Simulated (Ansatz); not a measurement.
CdSe:

```
Cd Se
1.0
     0.00000    3.07027    3.07027
     3.07027    0.00000    3.07027
     3.07027    3.07027    0.00000
Cd Se
1 1
Direct
  0.00000 0.00000 0.00000
  0.25000 0.25000 0.25000
```

Measurements of this composition are mostly on another form, of space group No. 186.

Program: Ansatz 0.2.0. Alike in all runs: cell as given; k mesh 8 × 8 × 8.

Order these runs on this cell by their pressure, lowest first.
A. level PBE; potentials or basis SPMS NC; spin off; cutoff (eV) 816; smearing fermi-dirac 0.05 eV; points for each segment of the path 14
B. level RPBE; potentials or basis Ansatz PAW; spin off; cutoff (eV) 420; smearing gaussian 0.05 eV
C. level PBEsol; potentials or basis Ansatz PAW; spin off; cutoff (eV) 420; smearing fermi-dirac 0.05 eV; points for each segment of the path 14
D. level LDA; potentials or basis Ansatz PAW; spin SOC, no magnetisation; cutoff (eV) 420; smearing fermi-dirac 0.05 eV; points for each segment of the path 14

D (-3.3 GPa), C (-1.4 GPa), A (1.3 GPa), B (3.2 GPa).

Caveats: the PAW data sets come from PBE, with cores solved anew for the run's functional, which leaves a small shift of forces and pressure (some runs); the potentials were made for another functional, which shifts forces and pressure (some runs).

Not every run made on this cell is shown here.
